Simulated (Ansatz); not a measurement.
# HfN: a tetragonal deformation path

The task here is to estimate one member of a computed series from the others.

Method: DFT PBE, scalar-relativistic, plane waves, PAW, in Ansatz 0.2.0.

## The system as given

Symmetry: Fm-3m, No. 225, cubic system. Conventional cell: a = 4.518 Å, b = 4.518 Å, c = 4.518 Å, α = 90.00°, β = 90.00°, γ = 90.00°. Hf (site symmetry m-3m) has 6 N at 2.26 Å as nearest neighbours. N (site symmetry m-3m) has 6 Hf at 2.26 Å as nearest neighbours.

Coordinates:

```
Hf N
1.0
     0.00000    2.25900    2.25900
     2.25900    0.00000    2.25900
     2.25900    2.25900    0.00000
Hf N
1 1
Direct
  0.00000 0.00000 0.00000
  0.50000 0.50000 0.50000
```

No relaxation comes first: the listed cell is the starting point.

The first run:

input.yaml

```yaml
crystal:
  lattice:
    - [0.0, 2.259, 2.259]
    - [2.259, 0.0, 2.259]
    - [2.259, 2.259, 0.0]
  atoms:
    - { symbol: Hf, position: [0.0, 0.0, 0.0] }
    - { symbol: "N", position: [0.5, 0.5, 0.5] }
basis:
  ecutwfc: 420
kpoints:
  mp_grid: { grid: [20, 20, 20] }
hamiltonian:
  xc: pbe
scf:
  occupations: { method: gaussian, width: 0.1 }
output:
  forces: true
  stress: true
  eigenvalues: true
```

Command:

```console
$ ansatz run input.yaml --threads 1 --pin off --max-ram 2560MiB --backend cpu --events-out ev --progress --plain --runs-dir out
```

Steps of the session up to this table: Zero of the scan; At ρ = 0.707; ρ = 1.414; Point ρ = 0.850; Point ρ = 1.200; At ρ = 0.780; Point ρ = 1.300; Point ρ = 0.920; Point ρ = 1.100; ρ = 0.650; ρ = 1.500; At ρ = 0.960; ρ = 1.050.

One of the session's tables, all rows but one given; the rest of the session is left out.

| ρ | ΔE (meV/atom) | pressure (GPa) |
| --- | --- | --- |
| 0.650 | 3604.9 | 125.9 |
| 0.707 | 2201.7 | 95.1 |
| 0.780 | 1007.6 | 51.7 |
| 0.850 | 388.9 | 24.1 |
| 0.920 | 91.7 | 10.0 |
| 0.960 | 20.8 | 6.5 |
| 1.000 | 0.0 | 5.4 |
| 1.050 | 27.2 | 6.9 |
| 1.100 | 101.6 | 11.0 |
| 1.200 | 324.6 | 25.6 |
| 1.300 | ? | ? |
| 1.414 | 1020.2 | 69.9 |
| 1.500 | 1393.8 | 90.8 |

Estimate the missing values for ρ = 1.300.

Worked estimate for «ΔE (meV/atom)». A straight line through the neighbours (1.200, 324.6) and (1.414, 1020.2) gives 324.6 + (1020.2 − 324.6) × (1.300 − 1.200) / (1.414 − 1.200) = 649.6; a parabola fitted to 4 rows on both sides gives 610.6.

**Answer.** ΔE (meV/atom): 610.1; pressure (GPa): 44.7. In «ΔE (meV/atom)» the line misses by +39.5 and the parabola by +0.5.

To keep in mind: The settings of these runs were drawn from a wide range and may not be converged. The final runs have no spin polarisation, so no magnetic state was tried and one may lie lower.
